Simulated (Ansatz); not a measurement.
# Structure optimisation: tellurium, simple cubic

The calculation used DFT, revPBE, plane waves (420 eV) with PAW, scalar-relativistic in Ansatz. The PAW files were generated under PBE, with cores re-solved for the functional.

k-point mesh 10×10×10, Fermi-Dirac smearing 0.1 eV, no spin polarisation. Cell and atoms relax.

Starting structure:

```
CELL_PARAMETERS angstrom
3.14622 0.00000 0.00000
0.00000 3.14622 0.00000
0.00000 0.00000 3.14622
ATOMIC_POSITIONS crystal
Te 0.00000 0.00000 0.00000
```

The pressure at the start is 3.9 GPa. By how much does the volume change?

From 31.14 to 33.45 Å³ per atom, 7.4 %. The final cell has a = 3.222 Å.

How much energy does the relaxation gain?

26.4 meV per atom.

Path of the relaxation (the plane waves are chosen anew near the end, which can shift the energy a little):

| step | E − E(final) (meV/atom) | V (Å³/atom) | P (GPa) | max force (eV/Å) |
| --- | --- | --- | --- | --- |
| 0 | 26.37 | 31.144 | 3.91 | 0.000 |
| 1 | 4.66 | 34.473 | -1.28 | 0.000 |
| 2 | 0.43 | 33.587 | -0.17 | 0.000 |
| 3 | 0.34 | 33.452 | 0.01 | 0.000 |
| 4 | 0.00 | 33.452 | 0.01 | 0.000 |
